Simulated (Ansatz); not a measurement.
Cold compression of Rb (sc type)

```
CELL_PARAMETERS angstrom
4.61869 0.00000 0.00000
0.00000 4.61869 0.00000
0.00000 0.00000 4.61869
ATOMIC_POSITIONS crystal
Rb 0.00000 0.00000 0.00000
```

The cell comes from a relaxation on PAW files under the same functional, begun from a prototype that needn't be the stable phase.

Its volume is scaled at fixed shape and fractional positions.

Computed with Ansatz 0.2.0; functional PBE, scalar-relativistic. Settings: a Γ-centred 9×9×9 k mesh, Fermi–Dirac smearing of 0.08 eV, no spin polarisation. Methods: LAPW: all electrons, basis error target 1 meV/atom; PAW: frozen-core files, cutoff 420 eV; crystal datasets: all electrons, by PAW datasets that the program makes for each cell; norm-conserving: pseudopotentials, cutoff 630 eV; PAW (partial waves polarizable): frozen-core files, cutoff 420 eV.

Energies are extrapolated to zero smearing and count from the unscaled cell; pressure is positive in compression; gaps take the mesh and a band path. No temperature or zero-point motion is included.

| V/V0 | V (Å³/atom) | P LAPW (GPa) | ΔE LAPW (eV/atom) | P PAW − LAPW (GPa) | ΔE PAW − LAPW (meV/atom) |
| --- | --- | --- | --- | --- | --- |
| 1.00 | 98.53 | 0.01 | 0.000 | 0.00 | 0.0 |
| 0.90 | 88.67 | ? | 0.008 | 0.00 | 0.0 |
| 0.80 | 78.82 | 0.76 | 0.039 | 0.00 | 0.0 |
| 0.70 | 68.97 | 1.54 | 0.108 | 0.00 | 0.0 |
| 0.60 | 59.12 | 2.90 | 0.243 | 0.00 | 0.1 |
| 0.50 | 49.26 | 4.90 | 0.484 | 0.00 | 0.1 |
| 0.40 | 39.41 | 8.45 | 0.881 | 0.00 | 0.1 |

Problem. Fill in "P LAPW (GPa)" for the row "0.90".

Solution. 0.29.

Problem. At the smallest volume, how far do crystal datasets and norm-conserving and PAW (partial waves polarizable) lie from LAPW in pressure?

Solution. crystal datasets: 0.00 GPa; norm-conserving: -0.01 GPa; PAW (partial waves polarizable): 0.00 GPa, on a LAPW pressure of 8.45 GPa.
